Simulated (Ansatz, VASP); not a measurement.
# Cross-check of Si107C107N between VASP and Ansatz, part 2 of 2

One calculation is typed for both programs; each brings its own data sets. How far apart do they land? The cell is taken from a series of runs on this material, whose earlier steps may have relaxed, scaled, displaced or heated it; both programs get it as it stands.

VASP 6.6.1 and Ansatz 0.2.0.

So far: The structure; Ansatz: single point, PBE.

## 3. VASP: single point, PBE

Level of this step: PBE, spin-polarised from a ferromagnetic start; plane waves and PAW (Si, C, N) (VASP).

The same cell, functional, mesh and smearing now go to VASP, with its own data sets.

Lines of VASP's logs that name or quote its potential files are left out, and so is its time.

INCAR reads:

```
SYSTEM = Si107C107N
PREC = Accurate
ENCUT = 520
EDIFF = 1E-06
NELM = 200
ISMEAR = -1
SIGMA = 0.01
LREAL = Auto
ALGO = Normal
GGA = PE
NELECT = 862
NBANDS = 581
ISPIN = 2
MAGMOM = 0 0 0 0 0 -0 -0 -0 0 -0 -0 0 -0 0 -0 0 -0 0 -0 0 0 0 -0 0 -0 0 -0 -0 -0 -0 -0 -0 0 -0 -0 0 -0 -0 0 0 -0 -0 0 0 0 -0 0 0 -0 0 0 0 -0 -0 0 0 0 0 -0 -0 -0 0 0 -0 -0 -0 0 -0 -0 0 0 -0 -0 0 -0 -0 -0 -0 0 0 -0 -0 0 -0 0 -0 0 -0 0 -0 0 -0 -0 -0 0 -0 -0 -0 0 -0 -0 -0 -0 0 -0 -0 0 0 0 0 0 0 0 -0 0 0 0 0 0.02 0 0 -0 -0 -0 0 0 0 -0 0 0.02 0 0 0 -0 0 -0 0 0 -0 -0 0 0 -0 0 0 0 -0 -0 0 0 0.02 0 0.02 -0 0 0 0 -0 0 0 0.28 0 0.28 0 0 0.28 -0 0 -0 0 0 0 0 -0 0 0 0.02 -0 0 0 0 0 0 0.02 0 0 -0 0 0 -0 -0 0 0 0 0.02 0 0 -0 0 0.02 -0 0 0 0 0 0 0 0 -0 0 0.02 0 0 0 0
LORBIT = 11
LWAVE = .FALSE.
LCHARG = .FALSE.
ISIF = 2
NUPDOWN = 2
LASPH = .TRUE.
GGA_COMPAT = .FALSE.
```

POSCAR reads:

```
Si107C107N
1.0
   13.1391852014      0.0000000000      0.0000000000
    0.0000000000      0.0000000000    -13.1391852014
    0.0000000000     13.1391852014      0.0000000000
Si C N
107 107 1
Direct
    0.0001242182      0.9999276564      0.9999159777
    0.0001237398      0.1667478019      0.1667341090
[... 16 atom lines left out ...]
    0.1677883199      0.3344754381      0.5002129107
[... 4 atom lines left out ...]
    0.1673006938      0.5001850516      0.6664771816
[... 6 atom lines left out ...]
    0.1663980331      0.6670788893      0.4995858329
[... 3 atom lines left out ...]
    0.1677899312      0.6664472741      0.8321890577
[... 12 atom lines left out ...]
    0.5002450110      0.1672228338      0.6668521397
[... 3 atom lines left out ...]
    0.5002440499      0.4998083281      0.9994457794
    0.3336013063      0.3344735511      0.3343997023
    0.3343526583      0.5037962434      0.5009654833
    0.5002611525      0.3346748934      0.5019451574
    0.4998693650      0.5001830234      0.3339131351
    0.3353425872      0.3346833489      0.6668773457
    0.3353417514      0.4997832844      0.8319863115
    0.5005728830      0.3338250300      0.8328440950
[... 4 atom lines left out ...]
    0.3329745880      0.6670759240      0.3330120006
    0.3329719726      0.8336498846      0.4995854402
    0.4962556525      0.6656912909      0.5009700970
[... 1 atom line left out ...]
    0.3343573071      0.6656940808      0.6628660537
    0.3336034486      0.8322611505      0.8321870002
    0.5002697497      0.6647063633      0.8319812733
    0.4998669318      0.8327497909      0.6664777968
[... 17 atom lines left out ...]
    0.6653819040      0.4997907652      0.5019441730
[... 2 atom lines left out ...]
    0.6662387411      0.3338195060      0.6671875626
    0.6662270898      0.4994787182      0.8328390434
[... 6 atom lines left out ...]
    0.6655809557      0.6664458009      0.3343998850
    0.6655793890      0.8322601142      0.5002136629
[... 2 atom lines left out ...]
    0.6653740782      0.6647097362      0.6668807153
[... 21 atom lines left out ...]
    0.2518392843      0.4186351797      0.5832659484
    0.2490926664      0.5836045116      0.4157050902
[... 3 atom lines left out ...]
    0.2518394441      0.5833945591      0.7480269377
[... 6 atom lines left out ...]
    0.2490929927      0.7509554976      0.5830551941
[... 10 atom lines left out ...]
    0.4166417956      0.2498148652      0.5832517028
[... 5 atom lines left out ...]
    0.5839365972      0.2494178483      0.7505469000
[... 4 atom lines left out ...]
    0.4166562198      0.4186348922      0.4184508064
    0.5908718126      0.4091822230      0.5775307606
    0.5814172415      0.5833937963      0.4184521440
    0.4109390921      0.4091984848      0.7574696249
    0.4166425083      0.5834104450      0.9168537143
    0.5839395790      0.4161165275      0.9172502117
    0.5908543639      0.5891093419      0.7574635945
[... 4 atom lines left out ...]
    0.4164465263      0.7509561867      0.4157060283
[... 1 atom line left out ...]
    0.5814174826      0.7482113928      0.5832657951
[... 1 atom line left out ...]
    0.4166560895      0.7482132985      0.7480265846
[... 20 atom lines left out ...]
    0.7502416259      0.5834086333      0.5832526011
[... 2 atom lines left out ...]
    0.7506385441      0.4161171851      0.7505473889
[... 15 atom lines left out ...]
    0.4055293256      0.5945222792      0.5721369077
```

KPOINTS reads:

```
Automatic mesh
0
Gamma
1 1 1
0 0 0
```

Potentials, in the order of the species: Si, C and N (PBE family, release 64).

Run with:

```
$ export OMP_NUM_THREADS=3
$ mpirun -np 1 vasp_gam
```

Log:

```text
[banner, memory and clock lines left out]
running    1 mpi-ranks, on    1 nodes
[...]
Offloading initialized ...    1 GPUs detected
[...]
LDA part: xc-table for (Slater+PW92), standard interpolation
 POSCAR, INCAR and KPOINTS ok, starting setup
[...]
entering main loop
       N       E                     dE             d eps       ncg     rms          rms(c)
DAV:   1     0.512418021864E+04    0.51242E+04   -0.45101E+05  2332   0.143E+03
DAV:   2    -0.123357499316E+04   -0.63578E+04   -0.59894E+04  2982   0.285E+02
DAV:   3    -0.178707882315E+04   -0.55350E+03   -0.54726E+03  2840   0.807E+01
DAV:   4    -0.180130823456E+04   -0.14229E+02   -0.14169E+02  2760   0.144E+01
DAV:   5    -0.180171367858E+04   -0.40544E+00   -0.40505E+00  2872   0.243E+00BRMIX: very serious problems
 the old and the new charge density differ
 old charge density:   861.00000 new  862.00000
    0.899E+01
DAV:   6    -0.161108658156E+04    0.19063E+03   -0.63215E+02  2616   0.231E+01    0.398E+01
DAV:   7    -0.160680370591E+04    0.42829E+01   -0.54892E+01  2848   0.715E+00    0.175E+01
DAV:   8    -0.160607232439E+04    0.73138E+00   -0.39240E+00  2688   0.221E+00    0.551E+00
DAV:   9    -0.160600097825E+04    0.71346E-01   -0.53181E-01  2648   0.101E+00    0.146E+00
[...]
DAV:  24    -0.160602055565E+04   -0.17237E-05   -0.39616E-07  1432   0.995E-04    0.398E-04
DAV:  25    -0.160602055704E+04   -0.13930E-05   -0.17202E-07  1464   0.719E-04    0.122E-04
DAV:  26    -0.160602055771E+04   -0.66994E-06   -0.14499E-07  1432   0.497E-04
   1 F= -.16060206E+04 E0= -.16060206E+04  d E =-.607815E-12  mag=     2.0000
```

OUTCAR, selected parts (step 3):

```text
 magnetization (x)
# of ion       s       p       d       tot
------------------------------------------
    1       -0.000  -0.000   0.000  -0.000
    2       -0.000  -0.000   0.000  -0.000
    3       -0.000  -0.000   0.000  -0.000
    4       -0.000  -0.000   0.000  -0.000
    5       -0.000  -0.000   0.000  -0.000
    6       -0.000  -0.000   0.000  -0.000
[...]
213        0.000   0.001   0.000   0.001
  214        0.000   0.003   0.000   0.004
  215       -0.001   0.001   0.000   0.001
--------------------------------------------------
tot          0.078   0.930   0.000   1.008
```

The run ends at a pressure of 0.73 GPa, with forces up to 0.016 eV/Å.

## 4. Differences

Known differences besides the potentials themselves: VASP starts from the moments at which Ansatz ended; the cutoff is 420 eV in Ansatz and 520 eV in VASP (PREC = Accurate, projectors in real space); site moments are counted in spheres of each program's own size. Total energies have different zeros and are not compared.

The two programs side by side:

| quantity | Ansatz | VASP | difference |
| --- | --- | --- | --- |
| total moment, fixed by the input (μB) | 2.00 | 2.00 | 0.00 |
| moment on C166 (μB) | 0.28 | 0.27 | +0.01 |
| moment on C161 (μB) | 0.28 | 0.27 | +0.01 |
| moment on C163 (μB) | 0.28 | 0.27 | +0.01 |

At this near-relaxed geometry the largest component of a force difference is 11 meV/Å. The cell carries a charge of -1 e against a uniform background, so its pressure also hangs on how the neutralising background is counted, and in a defect's cell a gap may be the spacing between its levels.

## 5. Results

| Property | Result |
| --- | --- |
| difference in moment on C166 (single point, PBE) | 0.015 μB |

The difference in moment on C166 is 0.015 μB (single point, PBE). How closely two codes agree says nothing of how well the functional describes the real material.

[Lines on the potential files, build, host, timing and source positions are cut from VASP's logs without a mark.]

[Logs are printed without paths, hosts, clocks, repeated set-up lines and the standing remarks that a program may print on its own settings, such as how far it seeks lower states.]

[Hosts, paths, dates, database ids (printed as entryN), source tags and the programs' standing remarks are cut or masked in the printed files.]
